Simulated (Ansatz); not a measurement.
Crystal: WS2.

```
CELL_PARAMETERS angstrom
3.40622 0.00000 0.00000
0.00000 3.40622 0.00000
0.00000 0.00000 10.75728
ATOMIC_POSITIONS crystal
W 0.50000 0.50000 0.50000
S 0.50000 0.50000 0.91552
S 0.50000 0.50000 0.08448
```

The cell was built by a generator and needn't be a form met in nature.

| Item | Value |
| --- | --- |
| Program | Ansatz 0.2.0 |
| Task | relaxation of cell and atoms |
| Functional | PBEsol |
| Potentials or basis | all-electron LAPW, scalar-relativistic |
| Basis error allowed | 0.002 eV/atom |
| k mesh | 6 × 6 × 2 |
| Occupations | fermi-dirac, width 0.05 eV |
| Spin | no spin polarisation |

At the start: volume 41.60 Å³/atom.

Where does the relaxation end?

Over 25 steps the energy falls by 2380.4 meV/atom and the volume is 18.75 Å³/atom (-54.9 %); space group P4/mmm (No. 123, to 0.05 Å).

Step by step:
```
step  energy change (eV)  largest force (eV/Å)  volume (Å³)
   1              0.0000                2.9023       124.81
   2             -1.2018                0.3275       112.93
   3             -2.3116                0.6164       101.61
   4             -3.3154                0.5877        90.77
   5             -4.0801                0.0146        80.40
   6             -4.3708                1.3269        70.17
   7             -4.4438                1.0708        68.80
   8             -4.6071                1.3479        63.98
   9             -4.8277                0.7564        58.17
  10             -5.0162                1.3985        55.73
  11             -5.3776                1.8617        52.07
  12             -5.8828                2.5788        49.01
  13             -6.2693                2.1804        45.74
  14             -6.6716                0.8911        47.28
  15             -6.9761                0.6315        49.99
  16             -7.1024                0.1354        51.54
  17             -7.1269                0.0894        53.75
  18             -7.1289                0.0577        54.04
  19             -7.1323                0.0527        55.30
  20             -7.1337                0.0384        55.76
  21             -7.1344                0.0079        56.55
  22             -7.1345                0.0235        56.13
  23             -7.1346                0.0027        56.20
  24             -7.1412                0.0003        56.24
  25             -7.1412                0.0003        56.24
```

Final structure:
```cif
data_structure
_symmetry_space_group_name_H-M 'P 1'
_symmetry_Int_Tables_number 1
_cell_length_a 2.5630
_cell_length_b 2.5630
_cell_length_c 8.5609
_cell_angle_alpha 90.000
_cell_angle_beta 90.000
_cell_angle_gamma 90.000
_cell_volume 56.24
loop_
_atom_site_label
_atom_site_type_symbol
_atom_site_fract_x
_atom_site_fract_y
_atom_site_fract_z
_atom_site_occupancy
W1 W 0.50000 0.50000 0.50000 1
S1 S 0.50000 0.50000 0.78086 1
S2 S 0.50000 0.50000 0.21914 1
```

Caveat: the k mesh is thin for a metal, which can move the energy by tens of meV per atom; the volume moved by over 15 % at a fixed basis, so the end points are rough; this functional lacks dispersion, which binds the layers, so the pressure and a relaxed spacing across them are unreliable.
